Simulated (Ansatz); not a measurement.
# How well the gap of Ga8P7N (quasi-random alloy, started on the GaP lattice) (Fmm2) can be computed, part 2 of 2

Wanted: the gap of Ga8P7N (quasi-random alloy, started on the GaP lattice) (Fmm2) by functionals, hybrids and G0W0, carried to the basis limit, with what remains uncertain.

Ansatz 0.2.0; density functionals, hybrids, G0W0, plane waves, PAW. Known limits of the many-body steps: not at the basis limit; no spin-orbit coupling; coarse k mesh.

So far. Step 4 (r2SCAN): The gap stands +0.44 eV against LDA. Step 5 (HSE06): The gap stands +0.89 eV against LDA.

**6. G0W0, 2×2×2 mesh, 263 empty bands, screening to 34 eV**

Now the one-shot GW correction: screening in the RPA, then the self-energy of the levels asked for.

This step: G0W0 on LDA, plane waves, PAW.

Contents of input.yaml:

```yaml
crystal:
  lattice:
    - [-5.2660428084, 5.2678444574, -5.2660428084]
    - [5.2660428084, 5.2678444574, 5.2660428084]
    - [5.2747302501, -5.2678444574, -5.2747302501]
  atoms:
    - { symbol: Ga, position: [0.0015270172, 8.75985e-05, -0.0023266188] }
    - { symbol: Ga, position: [0.2865796294, 0.4951309609, 0.25] }
    - { symbol: Ga, position: [0.5024142173, 0.0038536359, 0.5023266188] }
    - { symbol: Ga, position: [0.7475169447, 0.4975169447, 0.7540250013] }
    - { symbol: Ga, position: [0.7543596104, 0.2535919636, 0.0339345205] }
    - { symbol: Ga, position: [0.000542313, 0.750542313, 0.25] }
    - { symbol: Ga, position: [0.2538536359, 0.2524142173, 0.5023266188] }
    - { symbol: Ga, position: [0.4940945477, 0.7440945477, 0.75] }
    - { symbol: Ga, position: [0.5035919636, 0.5043596104, 0.0339345205] }
    - { symbol: Ga, position: [0.7451309609, 0.0365796294, 0.25] }
    - { symbol: Ga, position: [-0.0295749101, 0.4696574431, 0.4660654795] }
    - { symbol: Ga, position: [0.2434919433, -0.0065080567, 0.7459749987] }
    - { symbol: Ga, position: [0.2500875985, 0.7515270172, -0.0023266188] }
    - { symbol: Ga, position: [0.5286297591, 0.2786297591, 0.25] }
    - { symbol: Ga, position: [0.7196574431, 0.7204250899, 0.4660654795] }
    - { symbol: Ga, position: [-0.0059054523, 0.2440945477, 0.75] }
    - { symbol: P, position: [0.0057900185, 0.2563778816, 0.0108222568] }
    - { symbol: P, position: [0.2550077667, 0.7435736099, 0.25] }
    - { symbol: P, position: [0.5042370809, 0.2542370809, 0.4915179115] }
    - { symbol: P, position: [0.7444590371, 0.745213428, 0.7398313719] }
    - { symbol: P, position: [0.745779037, 0.495779037, 0.0087084109] }
    - { symbol: P, position: [-0.0064263901, 0.0050077667, 0.25] }
    - { symbol: P, position: [0.2449677617, 0.4955556249, 0.4891777432] }
    - { symbol: P, position: [0.505382056, 0.0046276651, 0.7601686281] }
    - { symbol: P, position: [0.5063778816, 0.7557900185, 0.0108222568] }
    - { symbol: "N", position: [0.745410079, 0.2578319362, 0.25] }
    - { symbol: P, position: [-0.0129293739, 0.7370706261, 0.4912915891] }
    - { symbol: P, position: [0.2546276651, 0.255382056, 0.7601686281] }
    - { symbol: P, position: [0.2627191693, 0.0127191693, 0.0084820885] }
    - { symbol: "N", position: [0.5078319362, 0.495410079, 0.25] }
    - { symbol: P, position: [0.7455556249, -0.0050322383, 0.4891777432] }
    - { symbol: P, position: [-0.004786572, 0.4944590371, 0.7398313719] }
kpoints:
  mp_grid: { grid: [2, 2, 2] }
hamiltonian:
  xc: lda
scf:
  occupations: { method: fixed }
gw:
  n_empty_bands: 263
  ecut_chi: 34
  qp_bands: [v4, c4]
  qp_kpoints: band_edges
  screening: { model: contour_deformation }
```

Launch:

```bash
ansatz run input.yaml --threads 3 --pin off --max-ram 92160MiB --backend cuda --events-out ev --progress --plain --runs-dir out --devices 1 --max-vram 13GiB  # rebuilt from the run's record
```

Numbers of over 12 decimals in the logs are rounded to 6 here.

What it wrote:

```text
GPUs: using 1 of 1 available (devices: 1).
[...]
GPU FFT provider: cuFFT
GPU libraries: cuBLAS 13.8.2, cuFFT 12.4.0, cuSOLVER 12.3.4
Crystal: 32 atoms, lattice volume = 585.299 Å³
Basis set: ecut = 420 eV, 11449 PW (Γ)
Bands: 176, of which v1, the nominal top of the filled ones, is band 144 counted from 1 (143 counted from 0)
Symmetry: 4 space group operations
[...]
k-points: 5 of 8
[...]
1   142      6.4611   -16.4883     2.2392   -14.5296  0.7483     6.7388     6.7416  root
[...]
4   145      8.8982    -9.5316    -3.3137   -13.9490  0.7690     9.9471    10.0019  root
     4   146      8.9428    -9.6483    -3.3041   -14.0609  0.7691     9.9965    10.0514  root
     4   147      9.6587    -9.3467    -3.4728   -14.0341  0.7689    10.8210    10.8734  root
     4   148      9.7336    -9.2315    -3.4936   -13.9332  0.7690    10.8895    10.9418  root
[key lines of the parts left out:]
SCF converged after 8 iterations
Free energy (F): -70234.764204 eV
Fermi energy:    7.730900 eV
```

Elapsed: 22 s, on 1 × NVIDIA H100 80GB HBM3 (shared by 6 runs) with 3 threads of AMD EPYC 7R13 (Zen 3), shared host; peak memory 1.7 GiB; 31 s of CPU time.

Numbers from this step:

```yaml
bands_summed: 407
rpa_eps_infinity_on_this_mesh_eigenvalues: 15.34, 16.26, 17.12
plane_waves_in_the_screening_matrix: 249
g0w0_gap_on_the_mesh: 1.332 eV
k_of_the_valence_top: 0, 0, 0
k_of_the_conduction_bottom: 0, 0, 0
starting_gap_on_the_mesh: 0.7275 eV
least_direct_g0w0_gap_on_the_computed_points: 1.332 eV
```

The gap on the mesh goes from 0.73 eV to 1.33 eV, a correction of +0.60 eV. Between the two edge states, bare exchange in place of the xc potential would open the gap by 5.92 eV, and correlation takes back 5.31 eV.

**7. G0W0, 2×2×2 mesh, 1041 empty bands, screening to 85 eV**

Bands and screening cutoff are moved together, since each hides the error of the other.

input.yaml: that of step 6 with these lines changed.

```diff
@@ -45,4 +45,4 @@
 gw:
-  n_empty_bands: 263
-  ecut_chi: 34
+  n_empty_bands: 1041
+  ecut_chi: 85.0
   qp_bands: [v4, c4]
```

What it wrote:

```text
GPUs: using 1 of 1 available (devices: 1).
[...]
GPU FFT provider: cuFFT
GPU libraries: cuBLAS 13.8.2, cuFFT 12.4.0, cuSOLVER 12.3.4
Crystal: 32 atoms, lattice volume = 585.299 Å³
Basis set: ecut = 420 eV, 11449 PW (Γ)
Bands: 176, of which v1, the nominal top of the filled ones, is band 144 counted from 1 (143 counted from 0)
Symmetry: 4 space group operations
[...]
k-points: 5 of 8
[...]
GPU buffer pool allocated for 262144 grid points (all kernels)
[...]
SCF iter   1: F=—  HF=-70234.857020 eV  |F-HF|=—  |Δ(HF+E_count)|=         —  Δρ=7.71e-3  dr2=3.09e-1  ethr=1.77e-3  ⟨swp⟩=5.0  Hψ=2788  notcnv=0  defer=149
[...]
SCF iter   8: F=-70234.764204 eV  HF=-70234.764205 eV  |F-HF|=5.38e-8  |Δ(HF+E_count)|=   2.91e-8  Δρ=3.24e-6  dr2=7.72e-8  ethr=3.47e-11  ⟨swp⟩=11.8  Hψ=5289  notcnv=0
SCF 1 converged in 8 iterations: F = -70234.764204 eV  dr2 = 7.72e-8
[...]
G₀W₀ screening: q 1/5
[... further progress lines ...]
[...]
SCF converged after 8 iterations
Free energy (F): -70234.764204 eV
[...]
Internal energy: -70234.764204 eV  (E = F + TS)
E sigma→0 (E₀):  -70234.764204 eV
Fermi energy:    7.730900 eV
[...]
--- Band table (eV; the first three rows and the last of 5) ---
  k-point 0: bands = [... 140 lower, 6.7204, 7.6248, 7.7097, 7.7309, 8.4584, 9.0250, 9.0280, 9.4399, ... 28 higher]
  k-point 1: bands = [... 140 lower, 6.4385, 6.4611, 7.1013, 7.6998, 9.1996, 9.9903, 10.0350, 10.1028, ... 28 higher]
  k-point 2: bands = [... 140 lower, 6.4527, 6.4615, 7.0905, 7.5991, 9.4361, 9.5060, 9.9086, 9.9922, ... 28 higher]
  k-point 4: bands = [... 140 lower, 6.6516, 6.6582, 6.7777, 6.7985, 8.8982, 8.9428, 9.6587, 9.7336, ... 28 higher]
[...]
0   141      6.7204   -16.8411     1.7243   -14.8956  0.7417     6.4967     6.4991  root
     0   142      7.6248   -17.6671     1.4982   -16.0162  0.7452     7.4711     7.4721  root
     0   143      7.7097   -17.5420     1.4581   -15.9258  0.7453     7.5505     7.5516  root
     0   144      7.7309   -17.5246     1.4411   -15.9221  0.7458     7.5684     7.5695  root
     0   145      8.4584    -9.4772    -3.7975   -13.7940  0.7623     9.0009     8.9777  root
     0   146      9.0250    -7.5230    -3.7995   -11.6388  0.7692     9.3470     9.3412  root
     0   147      9.0280    -7.4654    -3.8068   -11.5791  0.7703     9.3402     9.3349  root
     0   148      9.4399    -8.2977    -3.9445   -12.6836  0.7664     9.8952     9.8812  root
     1   141      6.4385   -16.6079     1.7730   -14.6068  0.7400     6.2078     6.2104  root
     1   142      6.4611   -16.4883     1.7371   -14.5296  0.7405     6.2371     6.2395  root
     1   143      7.1013   -17.6229     1.6661   -15.8053  0.7422     6.9488     6.9499  root
     1   144      7.6998   -17.2884     1.4103   -15.7074  0.7465     7.5278     7.5291  root
     1   145      9.1996    -8.9601    -3.8544   -13.2865  0.7599     9.6888     9.6717  root
     1   146      9.9903    -8.7831    -4.0223   -13.2860  0.7573    10.4893    10.4708  root
     1   147     10.0350    -7.6292    -3.9942   -12.0020  0.7662    10.4228    10.4136  root
     1   148     10.1028    -9.0557    -4.0356   -13.6133  0.7576    10.6488    10.6248  root
     2   141      6.4527   -16.6032     1.7843   -14.5938  0.7396     6.2250     6.2276  root
     2   142      6.4615   -16.5689     1.7771   -14.5678  0.7395     6.2350     6.2375  root
     2   143      7.0905   -17.6628     1.6612   -15.8624  0.7422     6.9504     6.9513  root
     2   144      7.5991   -17.3380     1.4504   -15.7249  0.7456     7.4353     7.4365  root
     2   145      9.4361    -8.6497    -3.8910   -13.0026  0.7611     9.9140     9.8980  root
     2   146      9.5060    -9.5709    -3.9155   -14.0169  0.7559    10.0619    10.0366  root
     2   147      9.9086    -8.8483    -4.0367   -13.3994  0.7576    10.4458    10.4229  root
     2   148      9.9922    -7.8771    -4.0082   -12.2923  0.7644    10.4104    10.3991  root
[...]
3   147      9.9966    -8.9384    -4.0276   -13.4920  0.7593    10.5474    10.5226  root
     3   148     10.1044    -9.1398    -4.0221   -13.7005  0.7560    10.6699    10.6429  root
     4   141      6.6516   -16.8513     1.7739   -14.8694  0.7396     6.4414     6.4435  root
     4   142      6.6582   -16.8421     1.7852   -14.8478  0.7395     6.4469     6.4491  root
     4   143      6.7777   -16.8675     1.7019   -14.9526  0.7423     6.5625     6.5647  root
     4   144      6.7985   -16.8895     1.7090   -14.9660  0.7423     6.5818     6.5840  root
     4   145      8.8982    -9.5316    -3.8570   -13.9490  0.7620     9.4895     9.4586  root
     4   146      8.9428    -9.6483    -3.8486   -14.0609  0.7618     9.5386     9.5069  root
     4   147      9.6587    -9.3467    -4.0855   -14.0341  0.7617    10.3030    10.2606  root ?
     4   148      9.7336    -9.2315    -4.1038   -13.9332  0.7619    10.3726    10.3315  root ?
```

Elapsed: 52 s, on 1 × NVIDIA H100 80GB HBM3 (shared by 6 runs) with 3 threads; peak memory 3.4 GiB; 80 s of CPU time.

This step gave:

```
bands summed                                 : 1185
RPA ε∞ on this mesh (eigenvalues)            : 14.90, 15.80, 16.63
plane waves in the screening matrix          : 1055
q-points in the mesh                         : 8
G0W0 gap on the mesh                         : 1.408 eV
k of the valence top                         : 0, 0, 0
k of the conduction bottom                   : 0, 0, 0
starting gap on the mesh                     : 0.7275 eV
Z at the valence top                         : 0.7458
Z at the conduction bottom                   : 0.7623
least direct G0W0 gap on the computed points : 1.408 eV
```

Against the run with 2×2×2 mesh, 263 empty bands, screening to 34 eV, the gap moves by +0.08 eV.

Limits: finite bands, cutoff and mesh; no spin-orbit coupling; coarse k mesh. v1 is the top filled band, c1 the lowest empty one. Levels before and after the correction, in eV, zero at the valence-band top of each column:

```
           conduction bottom  valence top
Kohn-Sham               0.73         0.00
     G0W0               1.41         0.00
```

```
           level  occupation  energy (eV)
Kohn-Sham   Γ v4           2       -1.011
Kohn-Sham   Γ v3           2       -0.106
Kohn-Sham   Γ v2           2       -0.021
Kohn-Sham   Γ v1           2        0.000
Kohn-Sham   Γ c1           0        0.728
Kohn-Sham   Γ c2           0        1.294
Kohn-Sham   Γ c3           0        1.297
Kohn-Sham   Γ c4           0        1.709
     G0W0   Γ v4           2       -1.070
     G0W0   Γ v3           2       -0.097
     G0W0   Γ v2           2       -0.018
     G0W0   Γ v1           2        0.000
     G0W0   Γ c1           0        1.408
     G0W0   Γ c2           0        1.772
     G0W0   Γ c3           0        1.765
     G0W0   Γ c4           0        2.312
```

How the two edges are built up, in eV (the quasiparticle level is the starting level plus Σx plus Σc less Vxc):

```
       run               edge  start      Σx     Σc     Vxc     Z    QP
 407 bands        valence top   7.73  -17.52   1.98  -15.92  0.76  8.11
 407 bands  conduction bottom   8.46   -9.48  -3.33  -13.79  0.77  9.44
1185 bands        valence top   7.73  -17.52   1.44  -15.92  0.75  7.57
1185 bands  conduction bottom   8.46   -9.48  -3.80  -13.79  0.76  8.98
```

**8. The ladder**

Times are wall times on 1 × NVIDIA H100 80GB HBM3 (shared by 6 runs) with 3 threads of AMD EPYC 7R13 (Zen 3), shared host, good to a factor of about two. G0W0 rows are gaps on the mesh, lowered by the amount that the mesh misses the start's edges, a rough step that assumes the same correction there.

```
                      level  gap (eV)  least direct gap (eV)  time
                        LDA      0.73                   0.73  17 s
                    LDA+SOC      0.71                   0.71  20 s
                     r2SCAN      1.17                   1.17  13 s
                      HSE06      1.62                   1.62  97 s
 G0W0@LDA (263 empty bands)      1.33                      -  22 s
G0W0@LDA (1041 empty bands)      1.41                      -  52 s
```

**9. Adding up the best estimate**

```
                                                                   term      eV  running total (eV)
                                             G0W0 on the mesh, top rung   1.408               1.408
to the limit, by a line in one over the bands through the two top rungs  +0.040               1.448
                                            spin-orbit change, from LDA  −0.017               1.431
```

**10. Outcome**

```yaml
lda_gap: 0.73 eV, in a supercell, where edges may be folded
hse06: 1.62 eV
g0w0_top_rung_on_the_mesh: 1.41 eV
best_estimate_g0w0_lda_with_spin_orbit_change: 1.43 eV
gw_settings_of_the_top_rung: 2×2×2 mesh, 1041 empty bands, screening to 85 eV
known_limits: one-shot GW, static lattice; one k mesh, untested; coarse k mesh
```

The best estimate for G0W0@LDA is 1.43 eV, in a supercell, where edges may be folded, against 0.71 eV at the start (both with spin-orbit coupling). The limit rests on the two highest rungs, unchecked by another pair. Among the functionals HSE06 comes nearest: +0.18 eV from the estimate without its spin-orbit term (1.45 eV). All runs took 3.7 min, 34 % of it in G0W0. The 2×2×2 mesh is coarse for this cell (its supercell is 18 Å along the shortest edge). The RPA ε∞ on it, from the LDA start, is 14.90, 15.80 and 16.63; such meshes misread the long-range screening, most where the gap is narrow.

[Paths, hosts, dates, memory and timing lines, banners, echoed tables and standing remarks are left out of the program output.]

[Logs are printed without paths, hosts, clocks, repeated set-up lines and the standing remarks that a program may print on its own settings, such as how far it seeks lower states.]

[Runs of the session that timed out or met a known fault of the program may be left out.]

[Cells called generated may have been cut or substituted from an entry of the Crystallography Open Database or the Materials Project.]

[Hosts, paths, dates, database ids (printed as entryN), source tags and the programs' standing remarks are cut or masked in the printed files.]
